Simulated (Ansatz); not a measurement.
Crystal: TiCo.

```
CELL_PARAMETERS angstrom
2.98611 0.00000 0.00000
0.00000 2.98611 0.00000
0.00000 0.00000 2.98611
ATOMIC_POSITIONS crystal
Co 0.50000 0.50000 0.50000
Ti 0.00000 0.00000 0.00000
```

The cell comes from a database or a generator and needn't be the stable form of this composition.

```yaml
Program: Ansatz 0.2.0
Task: relaxation of cell and atoms
Functional: revPBE
Dispersion: D3(BJ)
Potentials_or_basis: all-electron LAPW, scalar-relativistic
Basis_error_allowed: 0.001 eV/atom
k_mesh: 9 × 9 × 9
Occupations: fermi-dirac, width 0.05 eV
Spin: collinear spin, ferromagnetic start
Starting_moments: "[2.0, 1.0] μB"
```

At the start: volume 13.31 Å³/atom.

Q: How do energy, volume and symmetry change on relaxing?

A: Over 5 steps the energy falls by 25.8 meV/atom and the volume is 12.52 Å³/atom (-5.9 %); space group Pm-3m (No. 221, to 0.05 Å); moment 0.78 μB per cell.

Step by step:
```csv
step,energy change (eV),largest force (eV/Å),volume (Å³)
1,0.0000,0.0000,26.63
2,-0.0515,0.0000,25.12
3,-0.0517,0.0000,25.04
4,-0.0517,0.0000,25.05
5,-0.0517,0.0000,25.05
```

Final structure:
```yaml
crystal:
  lattice:
    - [2.92582, 0.00000, 0.00000]
    - [0.00000, 2.92582, 0.00000]
    - [0.00000, 0.00000, 2.92582]
  atoms:
    - { symbol: Co, position: [0.50000, 0.50000, 0.50000] }
    - { symbol: Ti, position: [0.00000, 0.00000, 0.00000] }
```
